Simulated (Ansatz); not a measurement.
Runs of Ansatz 0.2.0 on Te. Symmetry: R-3m, No. 166, trigonal system. The conventional cell has a = 4.612 Å, b = 4.612 Å, c = 5.073 Å, α = 90.00°, β = 90.00°, γ = 120.00°. Te (site symmetry -3m) has 6 Te at 3.15 Å as nearest neighbours. This isn't the form of Te at room conditions, which is trigonal, of chains.

```csv
task,level,cell,k mesh,smearing,other keys,gap on the mesh (eV),pressure (GPa)
ladder of functionals,BPBE+D4,volume scaled by 0.96,9 × 9 × 9,methfessel-paxton 0.1 eV,-,none,0.0
electron localisation function,LDA,as given,9 × 9 × 9,tetrahedron uncorrected,scf.convergence.dr2_threshold = 1e-08; …,none,0.3
single point,revPBE,as given,9 × 9 × 9,fermi-dirac 0.05 eV,-,none,(b)
atomic charges,BLYP,as given,9 × 9 × 9,methfessel-paxton 0.1 eV,-,none,7.5
projected density of states,PBEsol,as given,11 × 11 × 11,gaussian 0.01 eV,kpoints.mp_grid.grid = 11 × 11 × 11,none,(a)
```

Alike in all rows: potentials or basis Ansatz PAW; spin SOC, no magnetisation; cutoff (eV) 420.

Question: Estimate the missing entries.

Answer: (a) 0.1; (b) 3.9.

Caveats: the PAW data sets come from PBE, with cores solved anew for the run's functional, which leaves a small shift of forces and pressure; pairwise dispersion overbinds metals, which lowers pressure and volume (some runs); the dispersion damping was fitted for another functional or another form of the correction (some runs); the thresholds are loose for stress (some runs).

A k mesh can miss the band edges, and rows without SOC leave out spin-orbit coupling on Te.

A gap of «none» marks a metal or a gap under the smearing width.

Runs at the PBE level aren't shown here.
